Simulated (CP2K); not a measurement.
Something may be wrong with this CP2K 2026.2 calculation of Ba.

Contents of ba_scf.inp:

```
&GLOBAL
  PROJECT ba_scf
  RUN_TYPE ENERGY_FORCE
  PRINT_LEVEL LOW
&END GLOBAL
&FORCE_EVAL
  METHOD QS
  STRESS_TENSOR ANALYTICAL
  &DFT
    BASIS_SET_FILE_NAME BASIS_MOLOPT
    POTENTIAL_FILE_NAME GTH_POTENTIALS
    &MGRID
      CUTOFF 450
      REL_CUTOFF 60
      NGRIDS 5
    &END MGRID
    &QS
      METHOD GPW
      EPS_DEFAULT 1.0E-9
    &END QS
    &KPOINTS
      SCHEME MONKHORST-PACK 8 8 8
      GAMMA_CENTERED T
      SYMMETRY T
      SYMMETRY_BACKEND SPGLIB
    &END KPOINTS
    &SCF
      SCF_GUESS ATOMIC
      EPS_SCF 1.0E-6
      MAX_SCF 100
      ADDED_MOS 8
      CHOLESKY OFF
      EPS_EIGVAL 1.0E-7
      &OT ON
      &END OT
      &DIAGONALIZATION OFF
        ALGORITHM STANDARD
      &END DIAGONALIZATION
      &MIXING ON
        METHOD BROYDEN_MIXING
        ALPHA 0.4
        BETA 1.5
        NBUFFER 8
      &END MIXING
      &SMEAR ON
        METHOD FERMI_DIRAC
        ELECTRONIC_TEMPERATURE [K] 300.557
      &END SMEAR
    &END SCF
    &XC
      &XC_FUNCTIONAL
        &GGA_X_PBE
        &END GGA_X_PBE
        &GGA_C_PBE
        &END GGA_C_PBE
      &END XC_FUNCTIONAL
    &END XC
    &PRINT
      &KPOINTS ON
      &END KPOINTS
      &MULLIKEN ON
      &END MULLIKEN
      &MO ON
        ENERGIES T
        OCCUPATION_NUMBERS T
        &EACH
          QS_SCF 0
        &END EACH
        ADD_LAST NUMERIC
      &END MO
    &END PRINT
  &END DFT
  &SUBSYS
    &CELL
      ABC 4.3413853492 4.3413853492 4.3413853492
      ALPHA_BETA_GAMMA 109.4712206348 109.4712206341 109.4712206342
      PERIODIC XYZ
    &END CELL
    &COORD
      Ba  0.0000000000 0.0000000000 0.0000000000
    &END COORD
    &KIND Ba
      BASIS_SET DZVP-MOLOPT-SR-GTH-q10
      POTENTIAL GTH-PBE-q10
    &END KIND
    &PRINT
      &ATOMIC_COORDINATES ON
      &END ATOMIC_COORDINATES
      &CELL ON
      &END CELL
    &END PRINT
  &END SUBSYS
  &PRINT
    &FORCES ON
    &END FORCES
    &STRESS_TENSOR ON
    &END STRESS_TENSOR
  &END PRINT
&END FORCE_EVAL
```

Potentials or basis: GTH_POTENTIALS Ba GTH-PBE-q10; DZVP-MOLOPT-SR-GTH basis.

The run is started by

```console
$ OMP_NUM_THREADS=1 cp2k.psmp -i ba_scf.inp -o ba_scf.out
```

ba_scf.out:

```text

 CP2K| version string:                                       CP2K version 2026.2
 CP2K| Input file name                                                ba_scf.inp

 GLOBAL| Force Environment number                                              1
 GLOBAL| Basis set file name                                        BASIS_MOLOPT
 GLOBAL| Potential file name                                      GTH_POTENTIALS
 GLOBAL| MM Potential file name                                     MM_POTENTIAL
 GLOBAL| Coordinate file name                                      __STD_INPUT__
 GLOBAL| Method name                                                        CP2K
[... 128 lines left out ...]
 *******************************************************************************
 *   ___                                                                       *
 *  /   \                                                                      *
 * [ABORT]                                                                     *
 *  \___/                  OT with ADDED_MOS/=0 not implemented                *
 *    |                                                                        *
 *  O/|                                                                        *
 * /| |                                                                        *
 * / \                                             qs_scf_initialization.F:883 *
 *******************************************************************************

 ===== Routine Calling Stack =====

            3 qs_energies
            2 qs_forces
            1 CP2K
```

Question: What happened, and what is wrong with the input?

Answer: The program refused the input. The input holds a flaw that was put in on purpose: orbital transformation asked together with k-points (OT = ON).
